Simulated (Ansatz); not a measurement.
# AlP: the cost of one run

Method: DFT PBE, scalar-relativistic, plane waves, PAW, in Ansatz 0.2.0.

The COD entry's cell or inner coordinates are ideal or old and differ from later refinements, so a difference from it is no clean test against experiment.

### Step 1. The system as given

Symmetry: F-43m, No. 216, cubic system. Conventional cell: a = 5.451 Å, b = 5.451 Å, c = 5.451 Å, α = 90.00°, β = 90.00°, γ = 90.00°. Al (site symmetry -43m) is surrounded by 4 P at 2.36 Å. P (site symmetry -43m) is surrounded by 4 Al at 2.36 Å.

Structure file:

```cif
data_structure
_symmetry_space_group_name_H-M 'P 1'
_symmetry_Int_Tables_number 1
_cell_length_a 3.8544
_cell_length_b 3.8544
_cell_length_c 3.8544
_cell_angle_alpha 60.000
_cell_angle_beta 60.000
_cell_angle_gamma 60.000
_cell_volume 40.49
loop_
_atom_site_label
_atom_site_type_symbol
_atom_site_fract_x
_atom_site_fract_y
_atom_site_fract_z
_atom_site_occupancy
Al1 Al 0.00000 0.00000 0.00000 1
P1 P 0.25000 0.25000 0.25000 1
```

The structure comes from the Crystallography Open Database.

(A quick probe on a coarse mesh, which set the mesh and smearing, is not shown.)

### Step 3. Relaxing cell and atoms

The input, input.yaml:

```yaml
crystal:
  lattice:
    - [0.0, 2.7255, 2.7255]
    - [2.7255, 0.0, 2.7255]
    - [2.7255, 2.7255, 0.0]
  atoms:
    - { symbol: Al, position: [0.0, 0.0, 0.0] }
    - { symbol: P, position: [0.25, 0.25, 0.25] }
basis:
  ecutwfc: 420
kpoints:
  mp_grid: { grid: [8, 8, 8] }
hamiltonian:
  xc: pbe
scf:
  occupations: { method: gaussian, width: 0.02 }
output:
  forces: true
  stress: true
  eigenvalues: true
relax:
  adjacent_minimum: "off"
  f_tol: 0.005
  max_steps: 80
  cell: { stress_tol: 0.05 }
```

The run is started by

```
ansatz run input.yaml --threads 2 --pin off --max-ram 5120MiB --backend cpu --events-out ev --progress --plain --runs-dir out
```

Q: Estimate wall time and peak memory on 2 threads of Arm Neoverse V1, shared host.

About 3.6 s, with a peak of 0.29 GiB.
